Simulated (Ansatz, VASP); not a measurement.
**Two plane-wave programs on BaS**

INCAR

```
PREC = Accurate ; ENCUT = 520
EDIFF = 1E-6 ; ISMEAR = 0
SIGMA = 0.05 ; LREAL = False
LASPH = True ; NELM = 100
ALGO = Normal ; ISIF = 2
LWAVE = False ; LCHARG = False
GGA = PS ; NBANDS = 15
```

KPOINTS

```
regular mesh
0
Gamma
  8 8 8
```

The input POSCAR:

```
BaS
1.0
    0.0000000000      3.1663007200      3.1663007200
    3.1663007200      0.0000000000      3.1663007200
    3.1663007200      3.1663007200      0.0000000000
Ba S
1 1
Direct
    0.0000000000      0.0000000000      0.0000000000
    0.5157912986      0.4842087014      0.4842087014
```

Input for Ansatz:

```yaml
crystal:
  lattice:
    - [0.0, 3.16630072, 3.16630072]
    - [3.16630072, 0.0, 3.16630072]
    - [3.16630072, 3.16630072, 0.0]
  atoms:
    - { symbol: Ba, position: [0.0, 0.0, 0.0] }
    - { symbol: S, position: [0.5157912986, 0.4842087014, 0.4842087014] }
basis:
  ecutwfc: 420
kpoints:
  mp_grid: { grid: [8, 8, 8] }
hamiltonian:
  xc: pbesol
scf:
  occupations: { method: gaussian, width: 0.05 }
output:
  forces: true
  stress: true
  eigenvalues: true
```

Alike in both runs: task single point; functional PBEsol; k mesh 8 × 8 × 8; occupations gaussian, width 0.05 eV; no spin polarisation.

|  | VASP | Ansatz |
| --- | --- | --- |
| version | VASP 6.6.1 | Ansatz 0.2.0 |
| potentials or method | VASP PAW PBE potentials, release 64 (Ba_sv, S) | scalar-relativistic, plane waves, PAW |
| plane-wave cutoff (eV) | 520 | 420 |
| valence electrons in the cell | 16 | 16 |

Ansatz gave:

- gap on the k mesh at the Fermi level (eV): 2.05
- least direct gap on the mesh (eV): 2.13
- pressure (GPa): 0.1
- largest component of the traceless stress (GPa): 0.32
- rms of the force components (eV/Å): 0.121

Q: What did VASP give for the same quantities?

A: gap on the k mesh at the Fermi level (eV): 1.95; least direct gap on the mesh (eV): 2.06; pressure (GPa): 0.8; largest component of the traceless stress (GPa): 0.35; rms of the force components (eV/Å): 0.133.

Atom by atom the forces differ by 0.012 eV/Å (rms over components).

Caveats: the PAW data sets were made with another functional, which shifts forces and pressure a little (VASP); spin-orbit coupling is left out, which moves the levels of the heavy elements. A k mesh can miss the band edges.
